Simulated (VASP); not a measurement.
Input of a VASP 6.6.1 run:

File INCAR:

```
SYSTEM = CaS
  PREC = Accurate
  ENCUT = 520
  EDIFF = 1E-8
  ISMEAR = -1
  SIGMA = 0.01
  LREAL = .FALSE.
  LASPH = .TRUE.
  NELM = 60
  ALGO = Normal
  ISIF = 2
  LWAVE = .FALSE.
  LCHARG = .FALSE.
  GGA = PE
  LEFG = .TRUE.
  NBANDS = 15
```

File KPOINTS:

```
Automatic mesh
0
G
  7 7 7
  0 0 0
```

Contents of POSCAR:

```
CaS
1.0
    0.0000000000      2.8191081141      2.8191081141
    2.8191081141      0.0000000000      2.8191081141
    2.8191081141      2.8191081141      0.0000000000
Ca S
1 1
Direct
    0.0000000000      0.0000000000      0.0000000000
    0.5000000000      0.5000000000      0.5000000000
```

Potentials or basis: VASP PAW PBE potentials, release 64 (Ca_sv, S).

The run is started by

```bash
$ cat potpaw_PBE.64/Ca_sv/POTCAR potpaw_PBE.64/S/POTCAR > POTCAR
$ mpirun -np 1 vasp_std > vasp.out
```

(1) Predict the pressure.

(2) What does it give for the band gap on the k mesh?

## Answers

(1) 2.6 GPa.

(2) 2.35 eV, indirect (least direct gap 3.16 eV).

Caveat: an odd mesh through Γ misses points on the zone boundary, where band edges often lie.
